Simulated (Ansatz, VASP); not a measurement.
**Two plane-wave programs on Fe**

Contents of POSCAR:

```
Fe
1.0
   -1.5248495650      1.5248495650      1.5248495650
    1.5248495650     -1.5248495650      1.5248495650
    1.5248495650      1.5248495650     -1.5248495650
Fe
1
Direct
    0.0000000000      0.0000000000      0.0000000000
```

INCAR.step1

```
SYSTEM = Fe
ALGO = Normal ; EDIFF = 1E-4
ENCUT = 520 ; GGA = PE
ISMEAR = -1 ; ISPIN = 2
LASPH = .True. ; LCHARG = .False.
LMAXMIX = 4 ; LREAL = .False.
LWAVE = .True. ; MAGMOM = 3
NBANDS = 14 ; NELM = 150
PREC = Accurate ; SIGMA = 0.05
```

Contents of INCAR.step2:

```
SYSTEM = Fe
ALGO = Normal ; EDIFF = 1E-7
ENCUT = 520 ; ISIF = 2
ISMEAR = -1 ; ISPIN = 2
ISTART = 1 ; LASPH = .True.
LCHARG = .False. ; LMAXMIX = 4
LMIXTAU = .True. ; LORBIT = 11
LREAL = .False. ; LWAVE = .False.
MAGMOM = 3 ; METAGGA = R2SCAN
NBANDS = 14 ; NELM = 150
PREC = Accurate ; SIGMA = 0.05
```

KPOINTS

```
k-points
0
Gamma
  14 14 14
  0 0 0
```

Input for Ansatz:

```yaml
crystal:
  lattice:
    - [-1.524849565, 1.524849565, 1.524849565]
    - [1.524849565, -1.524849565, 1.524849565]
    - [1.524849565, 1.524849565, -1.524849565]
  atoms:
    - { symbol: Fe, position: [0.0, 0.0, 0.0], spin: 3.0 }
magnetization:
  spin_polarized: true
kpoints:
  mp_grid: { grid: [14, 14, 14] }
scf:
  occupations: { method: fermi_dirac, width: 0.05 }
hamiltonian:
  xc: r2scan
  pseudopotentials: { kind: paw }
output:
  forces: true
  stress: true
  eigenvalues: true
  populations: true
  write_density: true
  write_potential: true
  elf: true
  volumetric_format: npy
```

Change from the starting cell: volume scaled by 1.18, PAW files.

Alike in both runs: task single point; functional r2SCAN; k mesh 14 × 14 × 14; occupations fermi-dirac, width 0.05 eV; collinear spin.

|  | VASP | Ansatz |
| --- | --- | --- |
| version | VASP 6.6.1 | Ansatz 0.2.0 |
| potentials or method | VASP PAW PBE potentials, release 64 (Fe) | PAW with Ansatz's default frozen-core files, scalar-relativistic |
| plane-wave cutoff (eV) | 520 | 500 |
| valence electrons in the cell | 8 | 16 |

|  | VASP | Ansatz | Ansatz less VASP |
| --- | --- | --- | --- |
| pressure (GPa) | -21.4 | -21.2 | +0.14 |
| net moment per atom (μB) | 2.85 | 2.86 | +0.006 |
| size of the moment on the site where the two differ most (μB) | 2.97 | 3.04 | +0.069 |

Site moments also hang on the region over which each program counts them. With one functional, cell and mesh, what is left measures potentials, basis and numerics. The two sets of potentials don't hold the same shells in valence. Ansatz warned: «stability_check_not_made».

Caveats: so large a pressure means that the cell lies far from this level's equilibrium, or that cutoff or potentials fall short (VASP); the potentials were made for another functional, which shifts forces and pressure (VASP).
